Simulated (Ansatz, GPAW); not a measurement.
## Cd: programs and potentials compared

```xyz
1
Lattice="-1.7843 1.7843 1.7843 1.7843 -1.7843 1.7843 1.7843 1.7843 -1.7843" Properties=species:S:1:pos:R:3 pbc="T T T"
Cd    0.0000    0.0000    0.0000
```

This isn't the form of Cd at room conditions, which is hcp.

Alike in all runs: task single point; functional PBEsol; k mesh 10 × 10 × 10; occupations gaussian, width 0.05 eV; no spin polarisation; no spin-orbit coupling. Pressure is positive in compression and, in plane waves, holds the error of the finite cutoff, which Ansatz's Pulay term estimates and takes out.

| program and potentials | plane-wave cutoff (eV) | notes | band gap (eV) | pressure (GPa) |
| --- | --- | --- | --- | --- |
| Ansatz, Ansatz PAW | 420 | potentials made for PBE, which Ansatz adapts in part; 20 valence electrons an atom on average; Pulay term of +0.04 GPa included | no gap | -2.78 |
| GPAW, PAW data sets generated for this functional | 600 | 12 valence electrons an atom on average | no gap | -3.28 |
| Ansatz, all-electron LAPW, scalar-relativistic | - | - | no gap | -2.78 |

None finds a gap. The pressure spans -3.28 (GPAW, PAW data sets generated for this functional) to -2.78 GPa (Ansatz, Ansatz PAW), with all-electron results at -2.78.

The functional is the same throughout but for its coding, so the spread measures potentials, basis and numerics; runs on potential files found faulty are left out.
